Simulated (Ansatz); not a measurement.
# Zinc-blende ZnTe

Computed with LC-ωPBE in Ansatz (PAW).

Run with plane-wave cutoff 460 eV, 8×8×8 k mesh, Fermi–Dirac smearing 0.01 eV, scalar-relativistic PAW data made under PBE.

Cell (relaxed at this level):

```yaml
crystal:
  lattice:
    - [0.00000, 3.01370, 3.01370]
    - [3.01370, 0.00000, 3.01370]
    - [3.01370, 3.01370, 0.00000]
  atoms:
    - { symbol: Zn, position: [0.00000, 0.00000, 0.00000] }
    - { symbol: Te, position: [0.25000, 0.25000, 0.25000] }
```

- bulk modulus = 60.0 GPa
- band gap = 6.86 eV (on the SCF k mesh)
- pressure derivative B′ of the bulk modulus = 4.4

Measured, for comparison: band gap 2.43 eV (zero-point renormalisation of 40 meV (experimental, the table's column) added back here, direct; inputs from Miglio et al. (2020), arXiv:2011.12765); bulk modulus 51 ± 3 GPa (room temperature, not corrected to a static lattice; as tabulated in Determination of phase transition pressures of ZnTe under quasihydrostatic …). Computed (rounded) less measured: bulk modulus +18 %.

Spin–orbit coupling is not included; with these elements it can move the gap by several tenths of an eV or more.

Static lattice: no zero-point or thermal effects.

The result took roughly 23 core-minutes.

Ansatz is a program for electronic structure.
